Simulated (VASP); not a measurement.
The system is CdO (Monteponite).

```
CELL_PARAMETERS angstrom
0.00000 2.34950 2.34950
2.34950 0.00000 2.34950
2.34950 2.34950 0.00000
ATOMIC_POSITIONS crystal
Cd 0.00000 0.00000 0.00000
O 0.50000 0.50000 0.50000
```

| Quantity | Value |
| --- | --- |
| Program | VASP 6.6.1 |
| Task | relaxation of cell and atoms |
| Functional | PBE |
| Dispersion | rVV10 |
| Potentials or basis | VASP PAW PBE potentials, release 64 (Cd, O) |
| Cutoff | 600 eV |
| k mesh | 10 × 10 × 10 |
| Occupations | fermi-dirac, width 0.05 eV |
| Spin | no spin polarisation |

At the start: pressure 5.3 GPa; volume 12.97 Å³/atom.

Task: How do energy, volume and symmetry change on relaxing?

Result: Over 3 steps the energy falls by 7.7 meV/atom and the volume is 13.45 Å³/atom (+3.7 %); space group Fm-3m (No. 225, to 0.05 Å).

The path:
| step | energy change (eV) | largest force (eV/Å) | pressure (GPa) | volume (Å³) |
| --- | --- | --- | --- | --- |
| 1 | 0.0000 | 0.0000 | 5.29 | 25.94 |
| 2 | -0.0087 | 0.0000 | -3.07 | 27.58 |
| 3 | -0.0154 | 0.0000 | 0.01 | 26.90 |

Final structure:
```yaml
crystal:
  lattice:
    - [0.00000, 2.37830, 2.37830]
    - [2.37830, 0.00000, 2.37830]
    - [2.37830, 2.37830, 0.00000]
  atoms:
    - { symbol: Cd, position: [0.00000, 0.00000, 0.00000] }
    - { symbol: O, position: [0.50000, 0.50000, 0.50000] }
```
